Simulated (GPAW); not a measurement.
Runs of GPAW 26.7.0 on HfB2. It takes space group P6/mmm (No. 191, hexagonal). The conventional cell has a = 3.140 Å, b = 3.140 Å, c = 3.480 Å, α = 90.00°, β = 90.00°, γ = 120.00°. Hf (site symmetry 6/mmm) has 12 B at 2.51 Å as nearest neighbours. Around B (site symmetry -6m2) lie 3 B at 1.81 Å. 

| task | level | potentials or basis | U | k mesh | cutoff (eV) | smearing | band path | band points | mesh quality | gap on the mesh (eV) | pressure (GPa) |
| --- | --- | --- | --- | --- | --- | --- | --- | --- | --- | --- | --- |
| single point | PBE | GPAW PAW data sets (gpaw-data 1.2.1), pw | - | 10 × 10 × 8 | 800 | gaussian 0.012 eV | - | - | not flagged | none | 2.1 |
| band structure | PBE | GPAW PAW data sets (gpaw-data 1.2.1), pw | - | 10 × 10 × 8 | 800 | fermi-dirac 0.05 eV | GMKGALHA,LM,KH | 80 | not flagged | - | 2.1 |
| electron localisation function | LDA+U | the program's PAW data sets (release 1.2.1) made for this functional, pw | Hf d U = 4 eV | 10 × 10 × 8 | 800 | improved-tetrahedron-method | - | - | not flagged | none | (a) |
| single point | PBE | GPAW PAW data sets (gpaw-data 1.2.1), pw | - | 10 × 10 × 8 | 800 | gaussian 0.05 eV | - | - | not flagged | none | 2.1 |
| electron localisation function | PBEsol | PAW data sets generated in the run's folder for this functional, pw | - | 5 × 5 × 4 | 680 | fermi-dirac 0.01 eV | - | - | coarse | none | -3.3 |

Alike in all rows: no spin polarisation; cell as given.

Task: Fill in the values left out.

Result: (a) 1.7.

Caveats: some runs use coarse meshes; U without spin polarisation on a metal has little footing (some runs); the U is typed as a test and isn't derived for this compound (some runs); the cutoff is short for stress and forces, so pressures can be off by a GPa or more (some runs).

A k mesh can miss the band edges, and the runs leave out spin-orbit coupling on Hf.

A gap of «none» marks a metal or a gap under the smearing width.

Not every run made on this cell is shown here.
